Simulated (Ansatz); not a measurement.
Crystal: SnSe.

```
Sn Se
1.0
     0.00000    3.01000    3.01000
     3.01000    0.00000    3.01000
     3.01000    3.01000    0.00000
Sn Se
1 1
Direct
  0.00000 0.00000 0.00000
  0.50000 0.50000 0.50000
```

Measurements of this composition are mostly on another form, of space group No. 62.

| Quantity | Value |
| --- | --- |
| Program | Ansatz 0.2.0 |
| Task | relaxation of cell and atoms |
| Functional | LDA |
| Potentials or basis | Ansatz PAW |
| Cutoff | 420 eV (not typed: the program's choice for these potentials) |
| k mesh | 8 × 8 × 8 |
| Occupations | fermi-dirac, width 0.05 eV |
| Spin | no spin polarisation |

At the start: volume 27.27 Å³/atom.

Question: How do energy, volume and symmetry change on relaxing?

Answer: It ends after 5 steps and the volume is 25.58 Å³/atom (-6.2 %); space group Fm-3m (No. 225, to 0.05 Å).

Step by step:
| step | energy change (eV) | largest force (eV/Å) | volume (Å³) |
| --- | --- | --- | --- |
| 1 | 0.0000 | 0.0000 | 54.54 |
| 2 | -0.0289 | 0.0000 | 49.60 |
| 3 | -0.0380 | 0.0000 | 51.34 |
| 4 | -0.0381 | 0.0000 | 51.17 |
| 5 | -0.0376 | 0.0000 | 51.17 |

Final structure:
```
Sn Se
1.0
     0.00000    2.94665    2.94665
     2.94665    0.00000    2.94665
     2.94665    2.94665    0.00000
Sn Se
1 1
Direct
  0.00000 0.00000 0.00000
  0.50000 0.50000 0.50000
```

Caveat: the plane-wave basis is chosen anew once the cell has moved, so the energies of steps on either side of that aren't comparable; the PAW data sets come from PBE, with cores solved anew for the run's functional, which leaves a small shift of forces and pressure.
